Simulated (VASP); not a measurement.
# Y (Fm-3m) in VASP: notebook, part 2 of 2

VASP 6.6.1. Earlier steps stand in the parts before.

## Step 5: Single point, PBEsol

This run uses another cell than the first one, of 32.15 Å³/atom, 1.040 times its volume.

The input, INCAR:

```
SYSTEM = Y
PREC     = Accurate       ! precision mode
ENCUT    = 520            ! plane-wave cutoff, eV
EDIFF    = 1E-7           ! SCF threshold, eV
ISMEAR   = -1             ! smearing method
SIGMA    = 0.1            ! smearing width, eV
LREAL    = .FALSE.        ! projectors in reciprocal space
LASPH    = .TRUE.         ! aspherical terms in the spheres
NELM     = 80             ! most SCF steps
ALGO     = Normal         ! electronic algorithm
ISIF     = 2              ! what is computed and relaxed
LWAVE    = .FALSE.        ! write WAVECAR
LCHARG   = .FALSE.        ! write CHGCAR
GGA      = PS             ! functional
NBANDS   = 12             ! bands
```

The input, KPOINTS:

```
Automatic mesh
0
G
  12 12 12
  0 0 0
```

The input, POSCAR:

```
Y
1.0
    0.0000000000      2.5237394854      2.5237394854
    2.5237394854      0.0000000000      2.5237394854
    2.5237394854      2.5237394854      0.0000000000
Y
1
Direct
    0.0000000000      0.0000000000      0.0000000000
```

Potentials or basis: VASP PAW PBE potentials, release 64 (Y_sv).

On the command line:

```console
$ cat potpaw_PBE.64/Y_sv/POTCAR > POTCAR
$ mpirun -np 1 vasp_std > vasp.out
```

OUTCAR:

```text
SYSTEM = Y
   PREC = Accurate
   ENCUT = 520
   EDIFF = 1E-7
   ISMEAR = -1
   LREAL = .FALSE.
   LASPH = .TRUE.
   NELM = 80
   ISIF = 2
   GGA = PS

 ion  position               nearest neighbor table
   1  0.000  0.000  0.000-

  LATTYP: Found a face centered cubic cell.
 ALAT       =     5.0474789708

  Lattice vectors:

 A1 = (   0.0000000000,   2.5237394854,   2.5237394854)
 A2 = (   2.5237394854,   0.0000000000,   2.5237394854)
 A3 = (   2.5237394854,   2.5237394854,   0.0000000000)

Analysis of symmetry for initial positions (statically):
=====================================================================
 Subroutine PRICEL returns:
 Original cell was already a primitive cell.

 Routine SETGRP: Setting up the symmetry group for a
 face centered cubic supercell.

 Subroutine GETGRP returns: Found 48 space group operations
 (whereof 48 operations were pure point group operations)
 out of a pool of 48 trial point group operations.

The static configuration has the point symmetry O_h .

Analysis of symmetry for dynamics (positions and initial velocities):
[... 159 lines left out ...]
 val. band max:        3.0364277253   @ k =  -0.3333   0.2500   0.0000
 cond. band min:       3.0456464355   @ k =   0.4167   0.2500   0.0833
 fundamental gap:      0.0092187102
 Fermi energy:         3.0416695059

 k-point     1 :       0.0000    0.0000    0.0000
  band No.  band energies     occupation
      1     -39.5192      2.00000
      2     -19.2254      2.00000
      3     -19.2254      2.00000
      4     -19.2254      2.00000
      5      -1.7500      2.00000
      6       4.8298      0.00000
      7       4.8298      0.00000
      8       4.8298      0.00000
      9       6.8713      0.00000
     10       6.8713      0.00000
     11      12.0615      0.00000
     12      15.3408      0.00000
[... 331 lines left out ...]
 k-point    24 :      -0.4167    0.1667    0.0000
  band No.  band energies     occupation
      1     -39.4428      2.00000
      2     -19.7670      2.00000
      3     -19.4134      2.00000
      4     -19.3255      2.00000
      5       1.6154      2.00000
      6       3.1752      0.41659
      7       4.1389      0.00003
      8       5.1764      0.00000
      9       7.9559      0.00000
     10       8.9522      0.00000
     11      10.5451      0.00000
     12      13.3158      0.00000

 [... further k-points ...]
[... 5 lines left out ...]
  --------------------------------------------------------------------------------------
  -------------------------------------------------------------------------------------
  Total       -0.3191775     -0.3191775     -0.3191775      0.0000000      0.0000000      0.0000000
  in kB      -15.9066707    -15.9066707    -15.9066707      0.0000000      0.0000000      0.0000000
  external PRESSURE =     -15.9066707 kB  Pullay stress =       0.0000000 kB

 VOLUME and BASIS-vectors are now :
 -----------------------------------------------------------------------------
  energy-cutoff  :      520.00
  volume of cell :       32.15
      direct lattice vectors                 reciprocal lattice vectors
     0.000000000  2.523739485  2.523739485    -0.198118706  0.198118706  0.198118706
     2.523739485  0.000000000  2.523739485     0.198118706 -0.198118706  0.198118706
     2.523739485  2.523739485  0.000000000     0.198118706  0.198118706 -0.198118706

 POSITION                                       TOTAL-FORCE (eV/Angst)
 -----------------------------------------------------------------------------------
      0.00000      0.00000      0.00000        -0.000000      0.000000     -0.000000
 -----------------------------------------------------------------------------------
    total drift:                               -0.000000     -0.000000     -0.000000

  FREE ENERGIE OF THE ION-ELECTRON SYSTEM (eV)
  ---------------------------------------------------
  free  energy   TOTEN  =        -6.8192851503 eV

  energy  without entropy=       -6.7657329042  energy(sigma->0) =       -6.79250903
```

OSZICAR:

```text
N       E                     dE             d eps       ncg     rms          rms(c)
DAV:   1     0.238694182602E+02    0.23869E+02   -0.55422E+03  1728   0.828E+02
DAV:   2    -0.574754110343E+01   -0.29617E+02   -0.28914E+02  2048   0.165E+02
DAV:   3    -0.699819873246E+01   -0.12507E+01   -0.12294E+01  2492   0.216E+01
DAV:   4    -0.703749575315E+01   -0.39297E-01   -0.39223E-01  1948   0.352E+00
DAV:   5    -0.703839766999E+01   -0.90192E-03   -0.90178E-03  2264   0.410E-01    0.226E+01
DAV:   6    -0.685719753409E+01    0.18120E+00   -0.21051E-01  1860   0.300E+00    0.138E+01
DAV:   7    -0.682331005309E+01    0.33887E-01   -0.29605E-01  2048   0.354E+00    0.121E+00
DAV:   8    -0.681943808479E+01    0.38720E-02   -0.36312E-02  2020   0.147E+00    0.228E-01
DAV:   9    -0.681930455324E+01    0.13353E-03   -0.77793E-04  2100   0.228E-01    0.800E-02
DAV:  10    -0.681928483254E+01    0.19721E-04   -0.12230E-04  1968   0.964E-02    0.278E-02
DAV:  11    -0.681928620448E+01   -0.13719E-05   -0.14023E-05  2044   0.305E-02    0.183E-02
DAV:  12    -0.681928528904E+01    0.91543E-06   -0.15429E-06  1964   0.108E-02    0.512E-03
DAV:  13    -0.681928514502E+01    0.14402E-06   -0.16903E-07  2028   0.301E-03    0.433E-04
DAV:  14    -0.681928515033E+01   -0.53101E-08   -0.44927E-09  1036   0.457E-04
   1 F= -.68192852E+01 E0= -.67925090E+01  d E =-.535522E-01
```

It took 26 s on 1 thread of Intel Xeon Platinum 8488C (Sapphire Rapids), shared host; peak memory 0.18 GiB.

Results:

| Item | Value |
| --- | --- |
| Free energy | -6.8193 eV |
| Pressure | -1.6 GPa |
| Band gap on the k mesh | none (metal or under the smearing width) |

Levels at points of the mesh, in eV from the Fermi level:
```tsv
k point	band 2	band 3	band 4	band 5	band 6	band 7	band 8	band 9
(0.00, 0.00, 0.00)	-22.27	-22.27	-22.27	-4.79	1.79	1.79	1.79	3.83
(0.50, 0.00, 0.00)	-22.86	-22.35	-22.35	-2.01	0.66	1.62	1.62	5.32
(0.50, 0.50, 0.00)	-22.83	-22.48	-22.48	-1.78	-0.90	2.14	5.33	5.75
```

Caveat: the PAW data sets were made with another functional, which shifts forces and pressure a little.

## Step 6: The runs side by side

| cell | k mesh | gap on the mesh (eV) | pressure (GPa) |
| --- | --- | --- | --- |
| Fm-3m, 30.91 Å³/atom | 18 × 18 × 18 | none | -0.1 |
| Fm-3m, 33.39 Å³/atom | 12 × 12 × 12 | none | -2.9 |
| Fm-3m, 30.91 Å³/atom | 12 × 12 × 12 | none | -0.1 |
| Fm-3m, 32.15 Å³/atom | 12 × 12 × 12 | none | -1.6 |

Alike in all rows: task single point; level PBEsol; potentials or basis VASP PAW PBE potentials, release 64 (Y_sv); no spin polarisation; cutoff (eV) 520; smearing fermi-dirac 0.1 eV.

Every run on the cell as given and a fine mesh finds a metal.

Caveats: the PAW data sets were made with another functional, which shifts forces and pressure a little.

Total energies depend on the potentials used, so only differences within one code and one set of settings carry meaning.
